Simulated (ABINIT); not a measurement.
Crystal: As.

```xyz
2
Lattice="1.8808 1.0859 3.5141 -1.8808 1.0859 3.5141 0.0000 -2.1718 3.5141" Properties=species:S:1:pos:R:3 pbc="T T T"
As    0.0000    0.0000    2.3825
As    0.0000    0.0000    8.1597
```

Base run:

- Program: ABINIT 10.8.3 (patched build)
- Functional: LDA
- Potentials or basis: PseudoDojo NC SR LDA v0.4.1 standard
- Cutoff: 1088 eV
- k mesh: 7 × 7 × 7
- Occupations: fermi-dirac, width 0.05 eV
- Spin: no spin polarisation

Its results: band gap on the k mesh none (metal or under the smearing width); pressure -1.7 GPa; largest force 0.227 eV/Å.

Problem. After a change of settings the same cell gave: band gap on the k mesh none (metal or under the smearing width); pressure -17.3 GPa; largest force 0.226 eV/Å. Which change was it?
A. potentials or basis from PseudoDojo NC SR LDA v0.4.1 standard to PseudoDojo NC SR LDA v0.4 stringent; cutoff from 1088 eV to 1197 eV; valence electrons from 30 to 46
B. functional from LDA to PBE; potentials or basis from PseudoDojo NC SR LDA v0.4.1 standard to JTH PAW PBE v2.0; cutoff from 1088 eV to 354 eV
C. k mesh from 7 × 7 × 7 to 10 × 10 × 10
D. functional from LDA to PBE; potentials or basis from PseudoDojo NC SR LDA v0.4.1 standard to PseudoDojo NC SR PBE v0.4.1 standard

Solution. A.

Caveats: so large a pressure means that the cell lies far from this level's equilibrium, or that cutoff or potentials fall short (some runs).

Not every run made on this cell is shown here.
